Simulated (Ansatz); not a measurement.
# FeGe (P6/mmm) in Ansatz: reference runs, part 2 of 2

Ansatz 0.2.0.

**6. Single point, PBE, collinear spin, ferromagnetic start, 14.54 Å³/atom (volume scaled by 0.98)**

Input file input.yaml:

```yaml
crystal:
  lattice:
    - [4.9640603699, 0.0, 0.0]
    - [-2.4820301849, 4.2990023862, 0.0]
    - [0.0, 0.0, 4.0881379583]
  atoms:
    - { symbol: Ge, position: [0.6666666667, 0.3333333333, 0.5] }
    - { symbol: Ge, position: [0.3333333333, 0.6666666667, 0.5] }
    - { symbol: Ge, position: [0.0, 0.0, 0.0] }
    - { symbol: Fe, position: [0.0, 0.5, 0.0], spin: 3.0 }
    - { symbol: Fe, position: [0.5, 0.5, 0.0], spin: 3.0 }
    - { symbol: Fe, position: [0.5, 0.0, 0.0], spin: 3.0 }
hamiltonian:
  xc: pbe
  pseudopotentials: { kind: paw }
magnetization:
  spin_polarized: true
kpoints:
  mp_grid: { grid: [6, 6, 7] }
scf:
  occupations: { method: fermi_dirac, width: 0.05 }
output:
  forces: true
  stress: true
  eigenvalues: true
  write_density: true
  write_potential: true
  elf: true
  volumetric_format: npy
```

Potentials or basis: Ansatz PAW.

Launch:

```bash
$ ansatz run input.yaml --threads 2 --pin off --max-ram 5120MiB --backend cpu --events-out ev --progress --plain --runs-dir out
```

Run time: 20 s. Hardware: 2 threads of Arm Neoverse V1, shared host; peak memory 0.56 GiB.

Results (log left out):

```
Free energy            : -26327.1396 eV
Pressure               : -1.3 GPa
Band gap on the k mesh : none (metal or under the smearing width)
Net moment             : 4.24 μB per cell
Absolute moment        : 4.88 μB per cell
Site moments           : Ge -0.04, -0.07; Fe +1.49 μB
```

**7. Single point, PBE, collinear spin, ferromagnetic start, 14.84 Å³/atom**

Edit input.yaml of step 6 so:

```diff
@@ -2,5 +2,5 @@
   lattice:
-    - [4.9640603699, 0.0, 0.0]
-    - [-2.4820301849, 4.2990023862, 0.0]
-    - [0.0, 0.0, 4.0881379583]
+    - [4.9976023358, 0.0, 0.0]
+    - [-2.4988011679, 4.3280505808, 0.0]
+    - [0.0, 0.0, 4.11576135]
   atoms:
@@ -25,5 +25 @@
   eigenvalues: true
-  write_density: true
-  write_potential: true
-  elf: true
-  volumetric_format: npy
```

Launch:

```bash
$ ansatz run input.yaml --threads 2 --pin off --max-ram 5120MiB --backend cpu --events-out ev --progress --plain --runs-dir out
```

Wall time 18 s (2 threads of Arm Neoverse V1, shared host); peak memory 0.55 GiB.

The run converged. Its results:

```
Free energy            : -26327.1099 eV
Pressure               : -4.0 GPa
Band gap on the k mesh : none (metal or under the smearing width)
Net moment             : 4.32 μB per cell
Absolute moment        : 4.99 μB per cell
Site moments           : Ge -0.04, -0.07; Fe +1.52 μB
```

**8. Single point, PBE, collinear spin, ferromagnetic start, 15.13 Å³/atom (volume scaled by 1.02)**

Edit input.yaml of step 7 so:

```diff
@@ -2,5 +2,5 @@
   lattice:
-    - [4.9976023358, 0.0, 0.0]
-    - [-2.4988011679, 4.3280505808, 0.0]
-    - [0.0, 0.0, 4.11576135]
+    - [5.0307000046, 0.0, 0.0]
+    - [-2.5153500023, 4.3567140028, 0.0]
+    - [0.0, 0.0, 4.143018842]
   atoms:
@@ -25 +25,5 @@
   eigenvalues: true
+  write_density: true
+  write_potential: true
+  elf: true
+  volumetric_format: npy
```

Launch:

```bash
$ ansatz run input.yaml --threads 2 --pin off --max-ram 5120MiB --backend cpu --events-out ev --progress --plain --runs-dir out
```

Run time: 20 s. Hardware: 2 threads of Arm Neoverse V1, shared host; peak memory 0.56 GiB.

Results (log left out):

```
Free energy            : -26327.0522 eV
Pressure               : -6.3 GPa
Band gap on the k mesh : none (metal or under the smearing width)
Net moment             : 4.41 μB per cell
Absolute moment        : 5.13 μB per cell
Site moments           : Ge -0.05, -0.07; Fe +1.56 μB
```

**9. Single point, PBE, collinear spin, ferromagnetic start, 15.43 Å³/atom (volume scaled by 1.04)**

Edit input.yaml of step 8 so:

```diff
@@ -2,5 +2,5 @@
   lattice:
-    - [5.0307000046, 0.0, 0.0]
-    - [-2.5153500023, 4.3567140028, 0.0]
-    - [0.0, 0.0, 4.143018842]
+    - [5.0633678031, 0.0, 0.0]
+    - [-2.5316839015, 4.3850051461, 0.0]
+    - [0.0, 0.0, 4.1699223156]
   atoms:
@@ -25,5 +25 @@
   eigenvalues: true
-  write_density: true
-  write_potential: true
-  elf: true
-  volumetric_format: npy
```

Potentials or basis: Ansatz PAW.

Launch:

```bash
$ ansatz run input.yaml --threads 2 --pin off --max-ram 5120MiB --backend cpu --events-out ev --progress --plain --runs-dir out
```

Run time: 18 s. Hardware: 2 threads of Arm Neoverse V1, shared host; peak memory 0.56 GiB.

Results (log left out):

* Free energy: -26326.9708 eV
* Pressure: -8.2 GPa
* Band gap on the k mesh: none (metal or under the smearing width)
* Net moment: 4.57 μB per cell
* Absolute moment: 5.32 μB per cell
* Site moments: Ge -0.05, -0.08; Fe +1.62 μB

**10. Single point, PBE, collinear spin, ferromagnetic start, 15.73 Å³/atom (volume scaled by 1.06)**

Edit input.yaml of step 9 so:

```diff
@@ -2,5 +2,5 @@
   lattice:
-    - [5.0633678031, 0.0, 0.0]
-    - [-2.5316839015, 4.3850051461, 0.0]
-    - [0.0, 0.0, 4.1699223156]
+    - [5.0956194229, 0.0, 0.0]
+    - [-2.5478097115, 4.4129358683, 0.0]
+    - [0.0, 0.0, 4.1964830465]
   atoms:
```

Launch:

```bash
$ ansatz run input.yaml --threads 2 --pin off --max-ram 5120MiB --backend cpu --events-out ev --progress --plain --runs-dir out
```

It took 19 s on 2 threads of Arm Neoverse V1, shared host; peak memory 0.56 GiB.

Results (log left out):

```
Free energy            : -26326.8719 eV
Pressure               : -9.3 GPa
Band gap on the k mesh : none (metal or under the smearing width)
Net moment             : 4.99 μB per cell
Absolute moment        : 5.81 μB per cell
Site moments           : Ge -0.05, -0.08; Fe +1.77 μB
```

**11. Equation of state, PBE, collinear spin, ferromagnetic start**

Potentials or basis: Ansatz PAW.

No new run: the results of the series are fitted here.

Results:

```yaml
Equilibrium_volume: 14.41 Å³/atom
Bulk_modulus_at_fixed_shape_and_positions: 150 GPa
Pressure_derivative_of_the_bulk_modulus: "6.7 (rough: it moves with the points fitted)"
```

Energy against volume, from the lowest point:
| volume (Å³/atom) | energy (meV/atom) |
| --- | --- |
| 13.947 | 6.90 |
| 14.244 | 0.42 |
| 14.540 | 0.00 |
| 14.837 | 4.94 |
| 15.134 | 14.56 |
| 15.431 | 28.12 |
| 15.727 | 44.62 |

Caveat: the cell was scaled at fixed shape and fractional positions, which overstates the stiffness of a crystal with free parameters, most of all of layers and chains.

**12. Overview**

```tsv
task	cell	gap on the mesh (eV)	pressure (GPa)	moment (μB)
single point	as given	none	-4.0	4.32
single point	atoms moved at random, drawn with an rms of 0.05 Å	none	-3.3	4.31
equation of state	as given	-	-	-
```

Alike in all rows: level PBE; potentials or basis Ansatz PAW; spin collinear, ferromagnetic start; k mesh 6 × 6 × 7; cutoff (eV) 420; smearing fermi-dirac 0.05 eV.

Caveats: the cell was scaled at fixed shape and fractional positions, which overstates the stiffness of a crystal with free parameters, most of all of layers and chains (some runs).

Total energies depend on the potentials used, so only differences within one code and one set of settings carry meaning.
